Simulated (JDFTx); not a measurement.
Crystal: CdS (Hawleyite).

```
Cd S
1.0
     0.00000    2.91650    2.91650
     2.91650    0.00000    2.91650
     2.91650    2.91650    0.00000
Cd S
1 1
Direct
  0.00000 0.00000 0.00000
  0.75000 0.75000 0.75000
```

Base run:

* Program: JDFTx 1.7.0 (patched build)
* Functional: BLYP
* Potentials or basis: PseudoDojo-SR-PBE-0.5-standard with smoothed tails
* Cutoff: 1388 eV
* Density cutoff: 11102 eV
* k mesh: 8 × 8 × 8
* Occupations: fermi-dirac, width 0.05 eV
* Spin: no spin polarisation

Its results: band gap on the k mesh 1.10 eV, direct; pressure 6.3 GPa.

The run is repeated on the same cell with these changes: functional from BLYP to PBEsol; potentials or basis from PseudoDojo-SR-PBE-0.5-standard with smoothed tails to PseudoDojo-SR-PBEsol-0.4.1-standard with smoothed tails. What comes out?

Band gap on the k mesh 1.00 eV, direct; pressure -0.3 GPa.

Caveats: the empty levels aren't tightly converged; the potentials were made for another functional, which shifts forces and pressure (some runs).

A k mesh can miss the band edges.

Not every run made on this cell is shown here.
